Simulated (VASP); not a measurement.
# BN, binding of two layers: which settings are enough?

BN, sheet, 4 atoms in the cell. OptB86b-vdW; PAW potentials N, B (PBE set). VASP 6.6.1.

Wanted: binding curve within 0.003 eV per cell.

In-plane mesh in multiples of three: yes; Starting cell: layer relaxed first with the same functional; Shift of the second layer (fractional): 0.6667, 0.3333.

The series start from vacuum (Å): 14; Cutoff ENCUT (eV): 525; k spacing (1/Å): 0.3; SCF threshold EDIFF (eV): 1e-6; PREC: Accurate; LREAL: .FALSE.. Each series keeps the choices made before it, and each single choice may use up half of a tolerance. Times cover all steps of a run.

## Vacuum (Å)

| Vacuum (Å) | Binding curve, largest deviation (eV per cell) | Time (s) |
|---|---|---|
| 6 | 0.0336 | 143 |
| 9 | 0.0009 | 216 |
| 14 | 0.0001 | 339 |
| 20 (reference) | 0.0000 | 455 |

Chosen: 9, the loosest value from which every tighter one stays within half of the tolerance.

## Cutoff ENCUT (eV)

| Cutoff ENCUT (eV) | Binding curve, largest deviation (eV per cell) | Time (s) |
|---|---|---|
| 320 | 0.0155 | 100 |
| 400 | 0.0015 | 100 |
| 460 | 0.0004 | 137 |
| 525 | 0.0002 | 216 |
| 600 | 0.0001 | 204 |
| 725 (reference) | 0.0000 | 357 |

Chosen: 400.

## k spacing (1/Å)

| k spacing (1/Å) | Binding curve, largest deviation (eV per cell) | Time (s) |
|---|---|---|
| 0.8 | 0.0040 | 104 |
| 0.5 | 0.0040 | 104 |
| 0.3 | 0.0006 | 100 |
| 0.2 (reference) | 0.0000 | 104 |

Chosen: 0.3.

## SCF threshold EDIFF (eV)

| SCF threshold EDIFF (eV) | Binding curve, largest deviation (eV per cell) | Time (s) |
|---|---|---|
| 0.0001 | 0.0001 | 83 |
| 1e-5 | 0.0000 | 94 |
| 1e-6 | 0.0000 | 100 |
| 1e-7 (reference) | 0.0000 | 106 |

Chosen: 0.0001.

## PREC

| PREC | Binding curve, largest deviation (eV per cell) | Time (s) |
|---|---|---|
| Accurate | 0.0000 | 83 |
| Normal | 0.0033 | 40 |

Chosen: Accurate; no other choice that stays within half of the tolerance saves 30 % of the time.

## LREAL

| LREAL | Binding curve, largest deviation (eV per cell) | Time (s) |
|---|---|---|
| .FALSE. | 0.0000 | 83 |
| Auto | 0.0001 | 87 |

Chosen: .FALSE..

## All choices together

| Input | Binding curve, largest deviation (eV per cell) | Time (s) |
|---|---|---|
| program defaults, 6 A of vacuum, k spacing 0.5 1/A (naive) | 0.0341 | 35 |
| chosen settings | 0.0022 | 83 |
| reference settings throughout | 0.0000 | 852 |

The tolerance is met.

Values of the reference run: Binding curve: -0.115, -0.1317, -0.1186, -0.09818 eV per cell.

## The input

INCAR:
```
SYSTEM = BN
PREC = Accurate
ENCUT = 400
EDIFF = 1E-4
ISMEAR = 0
SIGMA = 0.05
LREAL = .False.
LASPH = .True.
ALGO = Normal
NELM = 120
LWAVE = .False.
LCHARG = .False.
GGA = MK
LUSE_VDW = .True.
AGGAC = 0.0
PARAM1 = 0.1234
PARAM2 = 1.0
KPAR = 4
```

KPOINTS:
```
Automatic mesh
0
Gamma
  12 12 1
  0 0 0
```

POSCAR.step1:
```
BN
1.0
    2.5107969888      0.0000000000      0.0000000000
   -1.2553984944      2.1744139761      0.0000000000
    0.0000000000      0.0000000000      9.0000000000
N B
1 1
Direct
    0.0000000000      0.0000000000      0.5000000000
    0.3333333334      0.6666666666      0.5000000000
```

POSCAR.step2:
```
BN
1.0
    2.5107969888      0.0000000000      0.0000000000
   -1.2553984944      2.1744139761      0.0000000000
    0.0000000000      0.0000000000     11.9999999988
N B
2 2
Direct
    0.0000000000      0.0000000000      0.3750000000
    0.6666666667      0.3333333333      0.6250000000
    0.3333333334      0.6666666666      0.3750000000
    1.0000000001      0.9999999999      0.6250000000
```

POSCAR.step3:
```
BN
1.0
    2.5107969888      0.0000000000      0.0000000000
   -1.2553984944      2.1744139761      0.0000000000
    0.0000000000      0.0000000000     12.2999999990
N B
2 2
Direct
    0.0000000000      0.0000000000      0.3658536586
    0.6666666667      0.3333333333      0.6341463414
    0.3333333334      0.6666666666      0.3658536586
    1.0000000001      0.9999999999      0.6341463414
```

POSCAR.step4:
```
BN
1.0
    2.5107969888      0.0000000000      0.0000000000
   -1.2553984944      2.1744139761      0.0000000000
    0.0000000000      0.0000000000     12.5999999982
N B
2 2
Direct
    0.0000000000      0.0000000000      0.3571428572
    0.6666666667      0.3333333333      0.6428571428
    0.3333333334      0.6666666666      0.3571428572
    1.0000000001      0.9999999999      0.6428571428
```

POSCAR.step5:
```
BN
1.0
    2.5107969888      0.0000000000      0.0000000000
   -1.2553984944      2.1744139761      0.0000000000
    0.0000000000      0.0000000000     12.9000000010
N B
2 2
Direct
    0.0000000000      0.0000000000      0.3488372093
    0.6666666667      0.3333333333      0.6511627907
    0.3333333334      0.6666666666      0.3488372093
    1.0000000001      0.9999999999      0.6511627907
```

Commands (each step's output is kept before the next begins):
```
cat potpaw_PBE.64/N/POTCAR potpaw_PBE.64/B/POTCAR > POTCAR
cp POSCAR.step1 POSCAR
mpirun -np 4 vasp_std > vasp.out
rm WAVECAR CHG
cp POSCAR.step2 POSCAR
mpirun -np 4 vasp_std > vasp.out
rm WAVECAR CHG
cp POSCAR.step3 POSCAR
mpirun -np 4 vasp_std > vasp.out
rm WAVECAR CHG
cp POSCAR.step4 POSCAR
mpirun -np 4 vasp_std > vasp.out
rm WAVECAR CHG
cp POSCAR.step5 POSCAR
mpirun -np 4 vasp_std > vasp.out
```

The chosen input took VASP 6.6.1 83 s on 4 cores (AMD EPYC 9R14 (Zen 4)), a shared host.

## An input that fails: vacuum as thin as the gap between the layers (3 A)

It runs to its end, but against the unchanged starting input it is off by 3.6403 eV per cell in the binding curve.

Vacuum (Å): 14 becomes 3.

Changes against the starting input:
```
(POSCAR.step1)
-    0.0000000000      0.0000000000     14.0000000000
+    0.0000000000      0.0000000000      3.0000000000
(POSCAR.step2)
-    0.0000000000      0.0000000000     16.9999999988
+    0.0000000000      0.0000000000      5.9999999988
-    0.0000000000      0.0000000000      0.4117647059
-    0.6666666667      0.3333333333      0.5882352941
-    0.3333333334      0.6666666666      0.4117647059
-    1.0000000001      0.9999999999      0.5882352941
+    0.0000000000      0.0000000000      0.2500000000
+    0.6666666667      0.3333333333      0.7500000000
+    0.3333333334      0.6666666666      0.2500000000
+    1.0000000001      0.9999999999      0.7500000000
(POSCAR.step3)
-    0.0000000000      0.0000000000     17.2999999990
+    0.0000000000      0.0000000000      6.2999999990
-    0.0000000000      0.0000000000      0.4046242775
-    0.6666666667      0.3333333333      0.5953757225
-    0.3333333334      0.6666666666      0.4046242775
-    1.0000000001      0.9999999999      0.5953757225
+    0.0000000000      0.0000000000      0.2380952381
+    0.6666666667      0.3333333333      0.7619047619
+    0.3333333334      0.6666666666      0.2380952381
+    1.0000000001      0.9999999999      0.7619047619
(POSCAR.step4)
-    0.0000000000      0.0000000000     17.5999999982
+    0.0000000000      0.0000000000      6.5999999982
-    0.0000000000      0.0000000000      0.3977272728
-    0.6666666667      0.3333333333      0.6022727272
-    0.3333333334      0.6666666666      0.3977272728
-    1.0000000001      0.9999999999      0.6022727272
+    0.0000000000      0.0000000000      0.2272727273
+    0.6666666667      0.3333333333      0.7727272727
+    0.3333333334      0.6666666666      0.2272727273
+    1.0000000001      0.9999999999      0.7727272727
(POSCAR.step5)
-    0.0000000000      0.0000000000     17.9000000010
+    0.0000000000      0.0000000000      6.9000000010
-    0.0000000000      0.0000000000      0.3910614525
-    0.6666666667      0.3333333333      0.6089385475
-    0.3333333334      0.6666666666      0.3910614525
-    1.0000000001      0.9999999999      0.6089385475
+    0.0000000000      0.0000000000      0.2173913043
+    0.6666666667      0.3333333333      0.7826086957
+    0.3333333334      0.6666666666      0.2173913043
+    1.0000000001      0.9999999999      0.7826086957
```
